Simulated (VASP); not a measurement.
**LiH in VASP 6.6.1, single-point calculation**

INCAR

```
NBANDS = 9
LASPH = .TRUE.
NSW = 0
EDIFF = 1E-7
ISIF = 2
LCHARG = .FALSE.
ISMEAR = -1
PREC = Accurate
IBRION = -1
ENCUT = 520
NELM = 120
SIGMA = 0.05
NELECT = 4.02
LREAL = .FALSE.
LWAVE = .FALSE.
GGA = PE
```

KPOINTS

```
KPOINTS created by Atomic Simulation Environment
0
Gamma
10 10 10
0 0 0
```

POSCAR

```
Li H
 1.0000000000000000
     0.0000000000000000    1.9629349442999999    1.9629349442999999
     1.9629349442999999    0.0000000000000000    1.9629349442999999
     1.9629349442999999    1.9629349442999999    0.0000000000000000
 Li  H
   1   1
Cartesian
  0.0000000000000000  0.0000000000000000  0.0000000000000000
  1.9629349442999999  1.9629349442999999  1.9629349442999999
```

The recommended PBE PAW datasets give the neutral cell 4 valence electrons.

Command

```
mpirun -np 1 vasp_std
```

Predict the outcome of this run.

It converged. Results: pressure 3.1 GPa.

OSZICAR

```
N       E                     dE             d eps       ncg     rms          rms(c)
DAV:   1    -0.200148760593E+01   -0.20015E+01   -0.14572E+03   878   0.398E+02
DAV:   2    -0.624051605923E+01   -0.42390E+01   -0.41923E+01  1255   0.539E+01
DAV:   3    -0.630044660429E+01   -0.59931E-01   -0.59903E-01  1010   0.475E+00
DAV:   4    -0.630061214647E+01   -0.16554E-03   -0.16553E-03  1186   0.278E-01
DAV:   5    -0.630061291967E+01   -0.77320E-06   -0.77310E-06   980   0.140E-02    0.290E+00
DAV:   6    -0.611095601980E+01    0.18966E+00   -0.15246E-01   945   0.121E+00    0.145E+00
DAV:   7    -0.604784228070E+01    0.63114E-01   -0.18793E-01   989   0.154E+00    0.217E-01
DAV:   8    -0.604944798578E+01   -0.16057E-02   -0.38575E-03  1029   0.423E-01    0.250E-02
DAV:   9    -0.604942182644E+01    0.26159E-04   -0.57471E-05  1108   0.363E-02    0.555E-03
DAV:  10    -0.604941582535E+01    0.60011E-05   -0.27258E-06   977   0.117E-02    0.145E-03
DAV:  11    -0.604941504720E+01    0.77815E-06   -0.80162E-08  1139   0.139E-03    0.290E-04
DAV:  12    -0.604941471715E+01    0.33005E-06   -0.47570E-09   554   0.541E-04    0.203E-04
DAV:  13    -0.604941472004E+01   -0.28912E-08   -0.30685E-09   533   0.327E-04
   1 F= -.60494147E+01 E0= -.60490020E+01  d E =-.825353E-03
```

The cell is charged and sits in a uniform background.

For comparison, a separate PBE run of the intended cell, on usual settings and not on those above, gives a gap of 2.93 eV on its mesh and a pressure of 2.2 GPa.
